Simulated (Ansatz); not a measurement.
Wurtzite GaN, relaxed with r2SCAN in the plane-wave code Ansatz: space group P6_3mc (No. 186), hexagonal; a = 3.183 Å, c = 5.184 Å in the conventional setting, 11.37 Å³ an atom. Ga has 4 N at 1.95 Å; N has 4 Ga at 1.95 Å. It was then strained (epitaxial in the xy plane), atoms relaxed again within the symmetry left. Unstrained, HSE06 gives 3.199 eV (Γ, 6×6×4 mesh), and the band edges keep their places in every row. The normal direction was relaxed to zero stress. Stress is positive in compression. Calculated for a static, non-magnetic cell.

Axes as in this cell:
```
CELL_PARAMETERS angstrom
3.18315 0.00000 0.00000
-1.59157 2.75669 0.00000
0.00000 0.00000 5.18363
ATOMIC_POSITIONS crystal
Ga 0.33333 0.66667 0.99911
Ga 0.66667 0.33333 0.49911
N 0.33333 0.66667 0.37589
N 0.66667 0.33333 0.87589
```

```csv
strain (%),ε,"ΔE_g, HSE06 (eV)","Δσ_xx, r2SCAN (GPa)"
-4.0,-0.0400,+0.104,+20.78
-2.0,-0.0200,+0.093,+9.70
-1.0,-0.0100,+0.055,+4.69
+1.5,+0.0150,-0.194,-6.37
+2.0,+0.0200,-0.269,-8.33
+3.0,+0.0300,-0.417,-12.00
```

(1) Fit ΔE_g = a x + b x² to these rows by least squares, with x = ε.

(2) Fit the change of σ_xx in the same way.

(3) Predict the withheld row at -3.0 % (x = -0.0300).

Results:

(1) The normal equations take Σx² = 3.625e-03, Σx³ = -3.463e-05, Σx⁴ = 3.751e-06, ΣxΔE = -2.737e-02 and Σx²ΔE = -3.174e-04, and give a = -9.17 eV, b = -169.3 eV; the largest residual is 0.023 eV.

(2) Δσ_xx = -451.0 x + (1710) x² GPa. The slope, 451 GPa, is the biaxial modulus of the film.

(3) ΔE_g ≈ -9.17 × (-0.0300) + (-169.3) × (-0.0300)² = +0.123 eV, and Δσ_xx ≈ +15.07 GPa. The runs give +0.109 eV and +15.07 GPa, off by -0.014 eV and 0.00 GPa.
